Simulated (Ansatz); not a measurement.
# BaTiO₃: frozen-core PAW against all-electron methods

```
Ba Ti O
1.0
     3.98410   -0.03984   -0.03984
    -0.05683    2.80859    2.81743
    -0.00009   -2.86551    2.87417
Ba Ti O
1 1 3
Cartesian
  0.0000 0.0000 0.0000
  1.9631 -0.0488 2.8708
  -0.0280 -0.0280 2.8008
  1.9634 -1.4561 4.2520
  1.9355 1.3311 4.2241
```

Atom numbers follow the list: Ba1, Ti2, O3, O4, O5.

The conventional cell has a = 3.979 Å, b = 3.984 Å, c = 4.059 Å, α = 90.00°, β = 89.82°, γ = 88.37°. Ba (atom 1) has 12 O at 2.77 to 2.89 Å as nearest neighbours. Ti (atom 2) is surrounded by 6 O at 1.93 to 2.09 Å. Around O (atom 3) lie 2 Ti at 1.99 to 2.00 Å. O (atom 4) has 2 Ti at 1.97 to 2.09 Å as nearest neighbours. O (atom 5) is surrounded by 2 Ti at 1.93 to 2.05 Å.

The cell is COD entry 9016084, as deposited and not checked against the literature; nothing was relaxed. The listed cell was then made from it by scaling, straining or moving an atom.

No spin–orbit coupling, which matters for the heavy atoms here.

All numbers are computed: DFT, PBE, PAW with Ansatz's default frozen-core files, scalar-relativistic (Ansatz 0.2.0); DFT, PBE, all-electron PAW with datasets made for the crystal, scalar-relativistic (Ansatz 0.2.0); DFT, PBE, all-electron LAPW, scalar-relativistic (Ansatz 0.2.0).

For PAW: a Γ-centred 8×8×8 k mesh, Fermi–Dirac smearing of 0.05 eV, cutoff 420 eV, no spin polarisation. The crystal-made all-electron datasets (AE datasets) take a cutoff of 560 eV at this cell. LAPW targets a basis error of 1 meV/atom. The Ansatz runs share mesh, smearing and spin set-up. Plane-wave (PAW) pressures include the program's estimate of the Pulay term.

Stress and pressure are positive in compression.

The change that made this cell: equal xy, yz and zx engineering shear strains of -2 %.

```json
{"quantity": "pressure (GPa)", "PAW": "2.09", "AE datasets": "2.10", "LAPW": "2.10"}
{"quantity": "stress xx (GPa)", "PAW": "2.73", "AE datasets": "2.74", "LAPW": "2.74"}
{"quantity": "stress yy (GPa)", "PAW": "2.12", "AE datasets": "2.13", "LAPW": "2.13"}
{"quantity": "stress zz (GPa)", "PAW": "1.41", "AE datasets": "1.42", "LAPW": "1.42"}
{"quantity": "stress yz (GPa)", "PAW": "1.88", "AE datasets": "1.88", "LAPW": "1.88"}
{"quantity": "stress xz (GPa)", "PAW": "2.45", "AE datasets": "2.45", "LAPW": "2.45"}
{"quantity": "stress xy (GPa)", "PAW": "2.45", "AE datasets": "2.45", "LAPW": "2.45"}
{"quantity": "force on Ba1, z (eV/Å)", "PAW": "0.089", "AE datasets": "0.089", "LAPW": "0.089"}
{"quantity": "force on Ti2, z (eV/Å)", "PAW": "0.199", "AE datasets": "0.199", "LAPW": "0.199"}
{"quantity": "force on O3, z (eV/Å)", "PAW": "0.089", "AE datasets": "0.089", "LAPW": "0.089"}
{"quantity": "force on O4, z (eV/Å)", "PAW": "-0.222", "AE datasets": "-0.222", "LAPW": "-0.222"}
{"quantity": "band gap (eV)", "PAW": "1.785", "AE datasets": "1.778", "LAPW": "1.778"}
```
